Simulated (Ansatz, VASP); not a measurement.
Bi: VASP beside Ansatz

INCAR

```
SYSTEM = Bi
PREC = Accurate
ENCUT = 520
EDIFF = 1E-6
ISMEAR = -1
SIGMA = 0.1
LREAL = .FALSE.
LASPH = .TRUE.
NELM = 60
ALGO = Normal
ISIF = 2
LWAVE = .FALSE.
LCHARG = .FALSE.
GGA = PS
NBANDS = 22
```

KPOINTS

```
Automatic mesh
0
G
  12 12 6
  0 0 0
```

POSCAR

```
Bi
1.0
    3.5759294871      0.0000000000      0.0000000000
   -1.7879647436      3.0968457780      0.0000000000
    0.0000000000      0.0000000000      5.8638767135
Bi
2
Direct
    0.3333333333      0.6666666667      0.2500000000
    0.6666666667      0.3333333333      0.7500000000
```

Input for Ansatz:

```yaml
crystal:
  lattice:
    - [3.5759294871, 0.0, 0.0]
    - [-1.7879647436, 3.096845778, 0.0]
    - [0.0, 0.0, 5.8638767135]
  atoms:
    - { symbol: Bi, position: [0.3333333333, 0.6666666667, 0.25] }
    - { symbol: Bi, position: [0.6666666667, 0.3333333333, 0.75] }
hamiltonian:
  xc: pbesol
  pseudopotentials:
    kind: paw
    azcp:
      Bi: "pseudopotentials/Bi.paw.azcp"
basis:
  ecutwfc: 420
  fft_grid_basis: typed
kpoints:
  mp_grid: { grid: [12, 12, 6], shift: [0, 0, 0] }
magnetization:
  spin_polarized: false
scf:
  occupations: { method: fermi_dirac, width: 0.1 }
  lower_state_search: "off"
output:
  stress: true
  write_density: true
  write_potential: true
  elf: true
  volumetric_format: npy
```

Alike in both runs: task single point; functional PBEsol; k mesh 12 × 12 × 6; occupations fermi-dirac, width 0.1 eV; no spin polarisation.

|  | VASP | Ansatz |
| --- | --- | --- |
| version | VASP 6.6.1 | Ansatz 0.2.0 |
| potentials or method | VASP PAW PBE potentials, release 64 (Bi_d) | plane waves (420 eV) with PAW, scalar-relativistic |
| plane-wave cutoff (eV) | 520 | 420 |
| valence electrons in the cell | 30 | 30 |

Ansatz gave:

| Quantity | Value |
| --- | --- |
| pressure (GPa) | -4.0 |
| largest component of the traceless stress (GPa) | 0.62 |

Estimate VASP's values.

pressure (GPa): -4.1; largest component of the traceless stress (GPa): 0.62.

Ansatz warned: «pseudo_functional_mismatch».

Caveats: the PAW data sets were made with another functional, which shifts forces and pressure a little (VASP).
